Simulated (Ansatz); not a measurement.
**Ir in Ansatz: the effect of target pressure**

The system is Ir.

```
Ir
1.0
     0.00000    1.91560    1.91560
     1.91560    0.00000    1.91560
     1.91560    1.91560    0.00000
Ir
1
Direct
  0.00000 0.00000 0.00000
```

Alike in all runs:

```yaml
Program: Ansatz 0.2.0
Task: relaxation of cell and atoms
Functional: PBEsol
Potentials_or_basis: all-electron LAPW, scalar-relativistic
Basis_error_allowed: 0.001 eV/atom
k_mesh: 12 × 12 × 12
Occupations: fermi-dirac, width 0.05 eV
Spin: no spin polarisation
```

Each run relaxes the cell or the atoms first.

```tsv
target pressure	relaxed volume (Å³/atom)
0 GPa	14.03
5 GPa	13.86
10 GPa	13.70
20 GPa	?
30 GPa	13.14
```

Question: What does the run with target pressure 20 GPa give?

Answer: Relaxed volume 13.40 Å³/atom.

Worked out: In Murnaghan's law V^(-B') rises as a straight line in P. The other rows fit best with B' = 4.0, V0 = 14.03 Å³/atom and B0 = 400 GPa, which gives 13.41 Å³/atom at 20 GPa, against the run's 13.40.
